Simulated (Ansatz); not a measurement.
Born–Oppenheimer molecular dynamics of a periodic cell of 16 atoms, C (start crystal C, start structure diamond, volume 1.05 times the crystal's). It goes on from the last frame of an earlier run, with new velocities.

Method: Ansatz 0.2.0, DFT PBE, scalar-relativistic, plane waves, PAW. Settings: cutoff 420 eV, k mesh 3x3x3, fermi-dirac smearing 0.24 eV, no spin polarisation.

```yaml
ensemble: NVT, Langevin thermostat
time_step: 1 fs
steps_asked: 149
set_temperature: 2240 K
friction: 0.02 /fs
temperature_schedule: 112 steps to 300 K, then 37 steps to 300 K
seed: 428020
```

First frame:

```xyz
16
Lattice="0.0000 3.6285 3.6285 3.6285 0.0000 3.6285 3.6285 3.6285 0.0000" Properties=species:S:1:pos:R:3
C 0.336 -0.241 0.153
C 1.129 0.700 0.999
C 1.929 1.710 0.111
C 3.031 2.510 0.982
C 2.051 -0.187 1.890
C 2.812 0.689 2.834
C 3.868 1.653 1.813
C 4.587 2.529 2.795
C 0.152 1.444 2.143
C 1.111 2.360 2.873
C 2.052 3.333 1.981
C 2.829 4.051 2.846
C 1.999 1.540 3.784
C 2.878 2.580 4.464
C 3.852 3.279 3.772
C 4.798 4.243 4.683
```

(1) What does the run give?

(2) What happens to the structure?

(3) How do temperature and energy run in time?

Answers

(1) The run went to its last step.

```json
{"steps done": "149", "time covered": "149 fs", "mean temperature over the second half": "1230 K", "spread of the potential energy over the second half": "46.1 meV per atom", "mean potential energy of the second half above the start": "-216.5 meV per atom"}
```

The schedule's set-point averaged 462 K over the second half and the system 1230 K, so it lags behind the ramp. A run of 0.15 ps of so small a system gives no equilibrium averages.

(2) Mean squared displacements from the first frame to the last, about the centre of mass: C 0.03 Å². This is one draw of velocities; another would differ in detail.

(3) 
```
time (fs)  T (K)  potential energy less start (eV)
      0.0   2100                             0.000
      7.0   3072                            -2.437
     14.0   1603                            -0.045
     21.0   2511                            -1.456
     28.0   1898                            -0.552
     35.0   2015                            -0.916
     42.0   2502                            -2.776
     49.0   1790                            -2.065
     56.0   1414                            -1.649
     63.0   1975                            -2.411
     70.0   1723                            -1.719
     77.0   1924                            -2.826
     84.0   1635                            -2.534
     91.0   1474                            -2.464
     98.0   1390                            -2.882
    105.0   1287                            -3.079
    112.0   1297                            -3.847
    119.0   1091                            -3.743
    126.0    889                            -3.568
    133.0    889                            -4.179
    140.0    849                            -4.480
    147.0    800                            -4.518
```

Run time: 13 min on 1 thread of Arm Neoverse V1, on a shared host, peak memory 0.39 GiB.
